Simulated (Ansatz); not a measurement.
The system is Sb.

```
Sb
1.0
     3.16000    0.00000    0.00000
     0.00000    3.16000    0.00000
     0.00000    0.00000    3.16000
Sb
1
Cartesian
  0.0000 0.0000 0.0000
```

This isn't the form of Sb at room conditions, which is rhombohedral.

Base run:

```yaml
Program: Ansatz 0.2.0
Functional: PBE
Potentials_or_basis: Ansatz PAW
Cutoff: "420 eV (not typed: the program's choice for these potentials)"
k_mesh: 8 × 8 × 8
Occupations: fermi-dirac, width 0.05 eV
Spin: no spin polarisation
```

Its results: band gap on the k mesh none (metal or under the smearing width); pressure -2.3 GPa.

Problem. The run is repeated on the same cell with these changes: functional from PBE to RPBE. What comes out?

Solution. Band gap on the k mesh none (metal or under the smearing width); pressure -1.0 GPa.

RPBE binds less tightly than PBE, so the same cell stands under more pressure.

Caveats: spin-orbit coupling is left out, which moves the levels of the heavy elements; the PAW data sets come from PBE, with cores solved anew for the run's functional, which leaves a small shift of forces and pressure (some runs).
